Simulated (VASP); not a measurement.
Wanted: the native input for a VASP 6.6.1 run.

| Quantity | Value |
| --- | --- |
| Task | G0W0 quasiparticle levels |
| Functional | PBE |
| Potentials or basis | VASP PAW PBE potentials, release 64 (Al_GW, N_GW) |
| Cutoff | 450 eV |
| k mesh | 4 × 4 × 4 |
| Occupations | gaussian, width 0.01 eV |
| Spin | no spin polarisation |
| GW scheme | G0W0 |
| GW iterations | 1 |
| Cutoff of the response function | 240 |
| Frequency points | 50 |
| Empty bands | 335 |
| Further INCAR settings | ALGO = EVGW0; EDIFF = 1e-08; NBANDS = 343 |

Crystal: AlN.

```
Al N
1.0
     3.31212    0.00000    0.00000
    -1.65606    2.86838    0.00000
     0.00000    0.00000    4.18756
Al N
2 2
Direct
  0.66667 0.33333 0.25000
  0.33333 0.66667 0.75000
  0.66667 0.33333 0.75000
  0.33333 0.66667 0.25000
```

Measurements of this composition are mostly on another form, of space group No. 186.

One way to write it, as run:

POSCAR

```
AlN
1.0
    3.3121157418      0.0000000000      0.0000000000
   -1.6560578709      2.8683763727      0.0000000000
    0.0000000000      0.0000000000      4.1875630000
Al N
2 2
Direct
    0.6666666667      0.3333333333      0.2500000000
    0.3333333333      0.6666666667      0.7500000000
    0.6666666667      0.3333333333      0.7500000000
    0.3333333333      0.6666666667      0.2500000000
```

INCAR.step1

```
PREC     = Accurate       # precision mode
ENCUT    = 450            # plane-wave cutoff, eV
EDIFF    = 1E-8           # SCF threshold, eV
ISMEAR   = 0              # smearing method
SIGMA    = 0.01           # smearing width, eV
LREAL    = F              # projectors in reciprocal space
LASPH    = T              # aspherical terms in the spheres
NELM     = 60             # most SCF steps
ALGO     = Normal         # electronic algorithm
LWAVE    = T              # write WAVECAR
LCHARG   = F              # write CHGCAR
GGA      = PE             # functional
```

INCAR.step2

```
PREC     = Accurate       # precision mode
ENCUT    = 450            # plane-wave cutoff, eV
EDIFF    = 1E-8           # SCF threshold, eV
ISMEAR   = 0              # smearing method
SIGMA    = 0.01           # smearing width, eV
LREAL    = F              # projectors in reciprocal space
LASPH    = T              # aspherical terms in the spheres
NELM     = 1              # most SCF steps
ALGO     = Exact          # electronic algorithm
LWAVE    = T              # write WAVECAR
LCHARG   = F              # write CHGCAR
GGA      = PE             # functional
NBANDS   = 343            # bands
LOPTICS  = T              # frequency-dependent dielectric function
ISTART   = 1
```

INCAR.step3

```
PREC     = Accurate       # precision mode
ENCUT    = 450            # plane-wave cutoff, eV
EDIFF    = 1E-8           # SCF threshold, eV
ISMEAR   = 0              # smearing method
SIGMA    = 0.01           # smearing width, eV
LREAL    = F              # projectors in reciprocal space
LASPH    = T              # aspherical terms in the spheres
ALGO     = EVGW0          # electronic algorithm
LWAVE    = F              # write WAVECAR
LCHARG   = F              # write CHGCAR
GGA      = PE             # functional
NELMGW   = 1            
NBANDS   = 343            # bands
ENCUTGW  = 240            # cutoff of the response function
NOMEGA   = 50             # frequency points
PRECFOCK = Fast         
ISTART   = 1            
NBANDSGW = 16
```

KPOINTS

```
regular mesh
0
Gamma
  4 4 4
```

Potentials or basis: VASP PAW PBE potentials, release 64 (Al_GW, N_GW).

Command:

```bash
$ cat potpaw_PBE.64/Al_GW/POTCAR potpaw_PBE.64/N_GW/POTCAR > POTCAR
$ cp INCAR.step1 INCAR
$ mpirun -np 1 vasp_std > vasp.out
$ cp INCAR.step2 INCAR
$ mpirun -np 1 vasp_std > vasp.out
$ cp INCAR.step3 INCAR
$ mpirun -np 1 vasp_std > vasp.out
```

Results of the run:

```yaml
Band_gap_on_the_k_mesh_mean-field_level: 3.26 eV, direct
Quasiparticle_gap: 4.78 eV
Least_direct_quasiparticle_gap: 4.78 eV
```

Caveat: the k mesh is coarse (spacing up to 0.55 Å⁻¹), so the values aren't converged; bands, screening cutoff and mesh are small and nothing is extrapolated, so the quasiparticle values aren't converged.

Run time: 6.3 min on 1 thread of Intel(R) Xeon(R) 6975P-C (Granite Rapids), on a shared host, peak memory 0.7 GiB.
